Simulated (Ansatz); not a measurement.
MoS2:

```
Mo S
1.0
     3.16900    0.00000    0.00000
    -1.58450    2.74443    0.00000
     0.00000    0.00000   12.32400
Mo S
2 4
Direct
  0.66667 0.33333 0.75000
  0.33333 0.66667 0.25000
  0.66667 0.33333 0.37700
  0.33333 0.66667 0.87700
  0.66667 0.33333 0.12300
  0.33333 0.66667 0.62300
```

Base run:

```yaml
Program: Ansatz 0.2.0
Functional: PBE
Potentials_or_basis: Ansatz PAW
Cutoff: 300 eV
Density_cutoff: 1200 eV
k_mesh: 10 × 10 × 3
Occupations: fermi-dirac, width 0.05 eV
Spin: no spin polarisation
```

Its results: band gap on the k mesh 0.93 eV, indirect (least direct gap 1.87 eV); pressure 2.2 GPa; largest force 0.047 eV/Å.

Q: The run is repeated on the same cell with these changes: functional from PBE to r2SCAN; cutoff from 300 eV to 500 eV (not typed: the program's choice for these potentials); spin from no spin polarisation to spin-orbit coupling, no magnetisation; potential files from those of the base run to others of the same set. What comes out?

A: Band gap on the k mesh 1.02 eV, indirect (least direct gap 1.95 eV); pressure 0.8 GPa; largest force 0.242 eV/Å.

Several settings changed at once, so the effect can't be laid on one alone.

Caveats: odd divisions of the mesh miss points on the zone boundary, where band edges often lie, so the gap on the mesh can be too wide (some runs); this functional lacks dispersion, which binds the layers, so the pressure and a relaxed spacing across them are unreliable (some runs); the cutoff lies under the one recommended for these potentials (some runs); the PAW data sets come from PBE, with cores solved anew for the run's functional, which leaves a small shift of forces and pressure (some runs).

A k mesh can miss the band edges.
